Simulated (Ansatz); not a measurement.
The polar optical mode of ZnS at 4 GPa, worked through

Theory: Ansatz 0.2.0, DFT PBE, scalar-relativistic, plane waves, PAW. Plane waves to 420 eV; Γ-centred k mesh 10×10×10; fixed occupations. No spin polarisation. Phonons by linear response, acoustic sum rule imposed.

The cell, relaxed at 4 GPa:
```
Zn S
1.0
     0.00000    2.67566    2.67566
     2.67566    0.00000    2.67566
     2.67566    2.67566    0.00000
Zn S
1 1
Direct
  0.00000 0.00000 0.00000
  0.75000 0.75000 0.75000
```

Linear response gives ν_TO = 284.6 cm⁻¹, Born charges ±1.954 e (positive on Zn) and ε∞ = 5.922. The primitive cell holds 38.311 Å³, and the masses are 65.380 and 32.060 amu.

Q: Find ν_LO and the static dielectric constant.

A: The long-wave field adds a restoring force: ω_LO² − ω_TO² = Z*²e²/(ε_vac ε∞ μV). In these units ν_LO² − ν_TO² = 4.92064×10⁷ Z*²/(μ V ε∞) cm⁻², with μ = m₁m₂/(m₁ + m₂) = 21.512 amu: 38515 cm⁻². So ν_LO = √(284.6² + 38515) = 345.7 cm⁻¹, and the run gives 345.7. Lyddane–Sachs–Teller then gives ε0 = ε∞ (ν_LO/ν_TO)² = 8.74, against 8.74 in the run (it forms both from the same three quantities, so the match checks the arithmetic only). Between ν_TO and ν_LO the dielectric function is negative and an undamped crystal reflects fully: a reststrahlen band from 28.9 to 35.1 μm.

Q: What do the Clausius–Mossotti polarisability and the Szigeti charge come to?

A: With the Lorentz local field, α = (3V/4π)(ε∞ − 1)/(ε∞ + 2) = 5.68 Å³ for the pair, and e_S = 3Z*/(ε∞ + 2) = 0.74 e. The Born charge includes the electrons' response to the dipole's own local field, and e_S takes that enhancement out. The Lorentz field assumes point-like polarisable ions, a poor picture once ε∞ is this large, since the electron clouds then overlap or are shared, so both numbers are formal here.

Q: How strongly does a slow electron couple to the LO mode?

A: For one isotropic parabolic band, Fröhlich's constant is α_F = (1/ε∞ − 1/ε0) √(m* Ry/ħω_LO), with Ry = 13.606 eV, ħω_LO = 42.9 meV and m* in free-electron masses: α_F = 0.0544 × 17.82 × √m* = 0.97 √m*. The band mass isn't part of this run; for m* = 0.1, 0.3 and 1 it gives 0.31, 0.53, 0.97. In weak coupling the polaron lies α_F ħω_LO below the band edge (23 meV at m* = 0.3) with a mass m*(1 + α_F/6); past α_F of about 5 or 6 that expansion fails. A semilocal functional's ε∞ tends to be too large, which taken alone lowers α_F.

Cost: 1 run of about 1.4 core-minutes, on Arm Neoverse V1 (shared hosts).

The LO-TO splitting shows a distinctly polar bond, but the Born charge of 1.954 e, close to the formal value for Zn(II), doesn't make ZnS a fully ionic crystal. It is a dynamical charge: as the sublattices move, the hybridisation between S 3p and Zn 4s and 4p states changes and electrons shift along the bonds, so a partly covalent solid can reach a value near its oxidation state. Electronic polarisation supplies most of the static screening, and the lattice raises the dielectric constant only from 5.922 to 8.74. This modest ionic share keeps the Fröhlich prefactor small. Electrons in the light, largely s-like conduction band minimum should therefore couple weakly to the LO mode, while heavier holes in the S 3p valence band probably couple more strongly, though their degenerate, warped bands fit the one-band formula poorly. With a single pressure, the calculation can't tell whether compression widens or narrows the splitting, since bond stiffness, dynamical charge, electronic screening and cell volume all change together.
